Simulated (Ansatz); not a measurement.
# MoS2: a single-point run

Wanted: a converged single-point run for MoS2, and a check of what comes out. The structure is shown as the input types it.

The COD entry's cell or inner coordinates are ideal or old and differ from later refinements, so a difference from it is no clean test against experiment.

Method: density functional or hybrid calculation with the settings of its input, plane waves (as first typed), in Ansatz 0.2.0.

4 further runs of the same task are left out: 2 for a known fault of the program, 2 that didn't finish.

## (1) The system as given

The structure is trigonal, space group R-3m (No. 166). Conventional cell: a = 3.193 Å, b = 3.193 Å, c = 18.231 Å, α = 90.00°, β = 90.00°, γ = 120.00°. Mo (site symmetry -3m) is surrounded by 6 S at 2.42 Å. S (site symmetry 3m) is surrounded by 3 Mo at 2.42 Å.

Coordinates:

```cif
data_structure
_symmetry_space_group_name_H-M 'R-3m:H'
_symmetry_Int_Tables_number 166
_cell_length_a 3.1931
_cell_length_b 3.1931
_cell_length_c 18.2308
_cell_angle_alpha 90.000
_cell_angle_beta 90.000
_cell_angle_gamma 120.000
_cell_volume 160.98
loop_
_atom_site_label
_atom_site_type_symbol
_atom_site_symmetry_multiplicity
_atom_site_Wyckoff_symbol
_atom_site_fract_x
_atom_site_fract_y
_atom_site_fract_z
_atom_site_occupancy
Mo1 Mo 3 a 0.00000 0.00000 0.00000 1
S1 S 6 c 0.66667 0.33333 0.08591 1
```

## (2) The run

The input, input.yaml:

```yaml
crystal:
  lattice:
    - [1.5965478212, 0.9217673143, 6.0769183289]
    - [-1.5965478212, 0.9217673143, 6.0769183289]
    - [0.0, -1.8435346286, 6.0769183289]
  atoms:
    - { symbol: Mo, position: [0.0, 0.0, 0.0] }
    - { symbol: S, position: [0.7525775323, 0.7525775323, 0.7525775323] }
    - { symbol: S, position: [0.2474224677, 0.2474224677, 0.2474224677] }
kpoints:
  mp_grid: { grid: [4, 4, 4] }
hamiltonian:
  xc: hse06
scf:
  occupations: { method: fermi_dirac, width: 0.02 }
  n_extra_bands: 4
  mixing: { beta: 5.0 }
  max_iter: 85
output:
  forces: true
  stress: true
  eigenvalues: true
```

Run with:

```bash
$ ansatz run input.yaml --threads 4 --pin off --max-ram 3686MiB --backend cpu --events-out ev --progress --plain --runs-dir out
```

Q: Will this input give a usable result? If not, why, and what should change?

Nothing was computed: the input was turned down at the start. The line that matters: «invalid value for `scf.mixing.beta`: must be finite and in (0, 1]; got 5»

Look at the input: scf.mixing.beta is 5.0. A value lies outside the range that the key allows.

Remedy: delete scf.mixing.beta (the default then holds).
